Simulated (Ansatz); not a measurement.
How far is PAW off for I?

```
I
1.0
    -1.61746    1.61746    4.26481
     1.61746   -1.61746    4.26481
     1.61746    1.61746   -4.26481
I
1
Direct
  0.00000 0.00000 0.00000
```

Structure from Materials Project entry mp-601148 (possibly hypothetical), not relaxed further.

Levels of theory: DFT, PBE, PAW with Ansatz's default frozen-core files, fully relativistic files with spin-orbit coupling (Ansatz 0.2.0); DFT, PBE, all-electron LAPW, Dirac equation with spin-orbit coupling (Ansatz 0.2.0).

For PAW: a Γ-centred 18×18×18 k mesh, Fermi–Dirac smearing of 0.08 eV, cutoff 420 eV, no spin polarisation. LAPW targets a basis error of 1 meV/atom. The Ansatz runs share mesh, smearing and spin set-up. Plane-wave (PAW) pressures include the program's estimate of the Pulay term.

Stress and pressure are positive in compression.

Levels count from the Fermi level.

```
                       quantity     PAW    LAPW
                 pressure (GPa)    0.55    0.56
                stress xx (GPa)    0.76    0.77
                stress zz (GPa)    0.14    0.15
highest filled level at S0 (eV)  -2.112  -2.121
  lowest empty level at S0 (eV)   1.681   1.682
 highest filled level at M (eV)  -3.764  -3.773
   lowest empty level at M (eV)   0.272   0.273
 highest filled level at Γ (eV)  -2.433  -2.442
   lowest empty level at Γ (eV)   0.439   0.439
```

PAW's pressure differs from the LAPW value by about 0.01 GPa or less.
